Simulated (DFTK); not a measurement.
# TiTe2 in DFTK: convergence with cutoff

Crystal: TiTe2.

```xyz
3
Lattice="3.7770 0.0000 0.0000 -1.8885 3.2710 0.0000 0.0000 0.0000 6.4980" Properties=species:S:1:pos:R:3 pbc="T T T"
Te    0.0000    2.1807    4.7903
Te    1.8885    1.0903    1.7077
Ti    0.0000    0.0000    0.0000
```

```yaml
Program: DFTK 0.8.2
Task: convergence study
Functional: LDA
Potentials_or_basis: cp2k.nc.sr.lda.v0_1.largecore.gth (LDA, GTH, large core)
Cutoff: 490 eV
k_mesh: 4 × 4 × 2
Occupations: fermi-dirac, width 0.1 eV
Spin: no spin polarisation
```

These are the settings of the first run; the series varies cutoff, with any setting tied to it.

Hardware: 1 thread of Intel(R) Xeon(R) Platinum 8488C (Sapphire Rapids), on a shared host.

| cutoff | energy less the tightest run, at zero smearing (meV/atom) | pressure (GPa) | largest force (eV/Å) | SCF cycles |
| --- | --- | --- | --- | --- |
| 489.805 eV | 793.30 | -17.19 | 0.343 | 16 |
| 598.65 eV | 274.09 | -10.17 | 0.410 | 16 |
| 761.919 eV | 50.01 | -5.41 | 0.417 | 17 |
| 952.399 eV | 6.16 | -4.08 | 0.421 | 16 |
| 1142.88 eV | 0.68 | -3.86 | 0.422 | 15 |
| 1360.57 eV | 0.05 | -3.83 | 0.422 | 15 |
| 1632.68 eV | 0.00 | -3.82 | 0.422 | 15 |
| 1959.22 eV | 0.00 | -3.82 | 0.422 | 15 |

Against the tightest run, the energy stays within 1 meV/atom from 1142.88 eV on; the pressure stays within 0.1 GPa from 1142.88 eV on; the largest force stays within 0.005 eV/Å from 761.919 eV on. The tightest run that finished is the yardstick and may itself not be fully converged.

Caveat, for the tightest run too: the k mesh is coarse (spacing up to 0.48 Å⁻¹), so the values aren't converged; this set keeps more shells in the core, which shifts pressures and gaps. The run has no spin-orbit coupling, so splittings on Te are missing.
